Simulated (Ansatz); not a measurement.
**What a change of settings does: Fe (diamond type)**

First run: DFT, PBE, PAW with Ansatz's default frozen-core files, scalar-relativistic (Ansatz 0.2.0).

Command: `ansatz run input.yaml --threads 1 --pin off --max-ram 3072MiB --backend cpu --events-out ev --progress --plain --runs-dir out` It took 9.8 s on 1 thread of Arm Neoverse V1, on a shared host, peak memory 0.38 GiB.

```yaml
crystal:
  lattice:
    - [0.0, 2.2240283321, 2.2240283321]
    - [2.2240283321, 0.0, 2.2240283321]
    - [2.2240283321, 2.2240283321, 0.0]
  atoms:
    - { symbol: Fe, position: [-0.125, -0.125, -0.125], spin: 2.5 }
    - { symbol: Fe, position: [0.125, 0.125, 0.125], spin: 2.5 }
magnetization:
  spin_polarized: true
kpoints:
  mp_grid: { grid: [14, 14, 14] }
scf:
  occupations: { method: fermi_dirac, width: 0.08 }
hamiltonian:
  xc: pbe
  pseudopotentials: { kind: paw }
output:
  forces: true
  stress: true
  eigenvalues: true
  populations: true
```

The cell comes from a relaxation on PAW files under the same functional, begun from a prototype that needn't be the stable phase.

This run: volume at 0.76 of the series' base cell.

It converges in 10 SCF iterations at a pressure of 78.3 GPa, cell moment 0.00 μB, cutoff 420 eV.

The input is then changed:

```diff
   occupations: { method: fermi_dirac, width: 0.08 }
+  mixing: { algorithm: broyden, beta: 0.3, ndim: 8 }
 hamiltonian:
```

Q: What does the second run give?

A: It converges in 18 SCF iterations at a pressure of 78.3 GPa, cell moment 0.00 μB, cutoff 420 eV, free energy 0.0 meV/atom against the first run's.
